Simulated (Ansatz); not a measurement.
Consider the formal exchange of groups at the Al–C bond: `[CH3][Al]([SiH3])[CH2]O` + `CC(C)(C)O` → `[CH3][Al]([OH])[SiH3]` + `CC(C)(C)CO`.

Calculated with Ansatz (gas phase, PBE0-D4/def2-TZVP geometries, no zero-point term in ΔE). CCSD(T)/CBS adds triple-zeta CCSD(T) − MP2 to the extrapolated MP2 energy (def2 sets, frozen cores). DFT in def2-TZVPP. B3LYP here is the variant with VWN-RPA as its local correlation; programs differ in this. One conformer a species, not always the lowest.

Question: Is it downhill or uphill in electronic energy at CCSD(T)/CBS, and by how much? (Best estimate.)

Answer: Ansatz gave: Downhill: ΔE = -49.2 kcal/mol.

Question: What do these levels give: PBE0-D4, PBE, r2SCAN, PBE0, B3LYP, HF/def2-TZVPP, SCS-MP2/def2-TZVPP, CCSD/def2-TZVPP, CCSD(T)/def2-TZVPP, HF/def2-QZVPP, SCS-MP2/def2-QZVPP, HF/CBS(def2)? (Best estimate.)

Answer: Computed: PBE0-D4 -46.7, PBE -44.9, r2SCAN -48.1, PBE0 -46.1, B3LYP -46.2, HF/def2-TZVPP -47.4, SCS-MP2/def2-TZVPP -50.9, CCSD/def2-TZVPP -49.5, CCSD(T)/def2-TZVPP -49.7, HF/def2-QZVPP -47.5, SCS-MP2/def2-QZVPP -50.7, HF/CBS(def2) -47.5 kcal/mol.

Largest T1 diagnostic among the species: 0.013.

In def2-TZVPP, CCSD(T) changes the Hartree–Fock value by −2.3 kcal/mol (the triples alone add −0.2 kcal/mol) and MP2 by −4.8 kcal/mol. The D4 term adds −1.2 kcal/mol with B3LYP and −0.6 kcal/mol with PBE0; it sums over pairs of atoms, weighted by their polarisabilities, and B3LYP, whose exchange is more repulsive, gets the larger term. From PBE to PBE0 (25 % exact exchange), in def2-TZVPP and without D4, ΔE moves by −1.2 kcal/mol.
